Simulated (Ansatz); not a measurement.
**Trial inputs on MgS**

All trials start from this Ansatz input:

```yaml
crystal:
  lattice:
    - [0.0, 2.6043975556, 2.6043975556]
    - [2.6043975556, 0.0, 2.6043975556]
    - [2.6043975556, 2.6043975556, 0.0]
  atoms:
    - { symbol: Mg, position: [0.0, 0.0, 0.0] }
    - { symbol: S, position: [0.5, 0.5, 0.5] }
basis:
  ecutwfc: 420
kpoints:
  mp_grid: { grid: [6, 6, 6] }
hamiltonian:
  xc: pbe
scf:
  occupations: { method: gaussian, width: 0.1 }
output:
  forces: true
  stress: true
  eigenvalues: true
```

Command:

```bash
ansatz run input.yaml --threads 1 --pin off --max-ram 1331MiB --backend cpu --events-out ev --progress --plain --runs-dir out
```

The run converges in 6 SCF iterations on 16 irreducible k-points: pressure 0.94 GPa, gap on the sampled k-points 2.78 eV.

The inputs are trials, many of them unsound on purpose. Their numbers show the effect of the settings and aren't properties of the material. Each trial's input is given as a difference from the reference's; energies are extrapolated to zero smearing where there is one, and pressure is positive in compression.

Problem. Trial 1:

```diff
 basis:
-  ecutwfc: 420
+  ecutwfc: 520
 output:
+  populations: true
```

How does this run end?

Solution. The run converges in 6 SCF iterations on 16 irreducible k-points: energy 0.20 meV per atom below the reference, pressure 0.94 GPa, gap on the sampled k-points 2.78 eV.

Problem. Trial 2 (volume scaled):

```diff
 crystal:
   lattice:
-    - [0.0, 2.6043975556, 2.6043975556]
-    - [2.6043975556, 0.0, 2.6043975556]
-    - [2.6043975556, 2.6043975556, 0.0]
+    - [0.0, 2.550326654, 2.550326654]
+    - [2.550326654, 0.0, 2.550326654]
+    - [2.550326654, 2.550326654, 0.0]
 basis:
-  ecutwfc: 420
+  ecutwfc: "18 Ry"
 scf:
-  occupations: { method: gaussian, width: 0.1 }
+  occupations: { method: gaussian, width: 0.048 }
+  convergence: { dr2_threshold: "1e-13 eV" }
```

What happens?

Solution. The run converges in 8 SCF iterations on 16 irreducible k-points: energy 187 meV per atom above the reference, pressure 6.57 GPa (unreliable at so low a cutoff), gap on the sampled k-points 2.94 eV. It warns that the cutoff lies under the recommended one, 420 eV for these potentials.

Problem. Trial 3 (volume scaled):

```diff
 crystal:
   lattice:
-    - [0.0, 2.6043975556, 2.6043975556]
-    - [2.6043975556, 0.0, 2.6043975556]
-    - [2.6043975556, 2.6043975556, 0.0]
+    - [0.0, 2.6216457242, 2.6216457242]
+    - [2.6216457242, 0.0, 2.6216457242]
+    - [2.6216457242, 2.6216457242, 0.0]
 scf:
+  mixing: { algorithm: broyden, beta: 0.066 }
+  initial_density: { chi_scale: 0, normalization: atom }
+  max_iter: 96
```

What happens?

Solution. The run converges in 12 SCF iterations on 16 irreducible k-points: energy 0.41 meV per atom below the reference, pressure -0.54 GPa, gap on the sampled k-points 2.74 eV.

Problem. Trial 4:

```diff
 kpoints:
-  mp_grid: { grid: [6, 6, 6] }
+  mp_grid: { kspacing: 0.64 }
 scf:
-  occupations: { method: gaussian, width: 0.1 }
+  occupations: { method: cold, width: 0.012 }
+  max_iter: 30
+  convergence: { dr2_threshold: "1e-10 eV" }
+magnetization:
+  spin_polarized: true
+  initial_magnetization: 0.0
```

What happens?

Solution. The run converges in 8 SCF iterations on 8 irreducible k-points: energy 22.3 meV per atom above the reference, pressure 1.28 GPa, gap on the sampled k-points 2.76 eV, cell moment 0.00 μB. It warns that no starting moments were given; that the state wasn't tested for a lower one.

Problem. Trial 5:

```diff
 basis:
-  ecutwfc: 420
+  ecutwfc: "35 Ry"
 kpoints:
-  mp_grid: { grid: [6, 6, 6] }
+  mp_grid: { kspacing: 1.5 }
 hamiltonian:
+  pseudopotentials: { kind: nc }
 scf:
-  occupations: { method: gaussian, width: 0.1 }
+  occupations: { method: tetrahedron_uncorrected }
+  mixing: { ndim: 3, preconditioner: none }
+  initial_density: { chi_scale: 0, normalization: atom }
+  max_iter: 100
```

What happens?

Solution. The run converges in 8 SCF iterations on 3 irreducible k-points: pressure 7.51 GPa (unreliable at so low a cutoff), gap on the sampled k-points 1.84 eV. It warns that the printed bands weren't solved further after the SCF; that the cutoff lies under the recommended one, 1143 eV for these potentials.

Problem. Trial 6 (one atom moved):

```diff
 crystal:
   atoms:
-    - { symbol: Mg, position: [0.0, 0.0, 0.0] }
+    - { symbol: Mg, position: [0.0959914893, 0.0959914893, -0.0959914893] }
 basis:
+  ecutrho_ratio: 3
+accuracy: medium
```

How does this run end?

Solution. The run converges in 6 SCF iterations on 30 irreducible k-points: energy 313 meV per atom above the reference, pressure 11.06 GPa, largest force 3.721 eV/Å, gap on the sampled k-points 2.86 eV. It warns that the density cutoff lies under the recommended one.

Problem. Trial 7 (volume scaled):

```diff
 crystal:
   lattice:
-    - [0.0, 2.6043975556, 2.6043975556]
-    - [2.6043975556, 0.0, 2.6043975556]
-    - [2.6043975556, 2.6043975556, 0.0]
+    - [0.0, 2.6301853471, 2.6301853471]
+    - [2.6301853471, 0.0, 2.6301853471]
+    - [2.6301853471, 2.6301853471, 0.0]
 basis:
-  ecutwfc: 420
+  ecutwfc: "19 Ha"
 kpoints:
-  mp_grid: { grid: [6, 6, 6] }
+  mp_grid: { grid: [2, 7, 1] }
 hamiltonian:
-  xc: pbe
+  xc: rpbe
 scf:
-  occupations: { method: gaussian, width: 0.1 }
+  occupations: { method: gaussian }
```

What does the program give?

Solution. The run converges in 6 SCF iterations on 8 irreducible k-points: pressure 11.52 GPa, gap on the sampled k-points 2.85 eV. It warns that the mesh lowers the symmetry.

Problem. Trial 8:

```diff
 kpoints:
-  mp_grid: { grid: [6, 6, 6] }
+  mp_grid: { grid: [3, 6, 1], shift: [0.5, 0.5, 0.5] }
```

What happens?

Solution. The run converges in 6 SCF iterations on 9 irreducible k-points: energy 664 meV per atom below the reference, pressure -6.40 GPa, gap on the sampled k-points 3.89 eV. It warns that the mesh lowers the symmetry.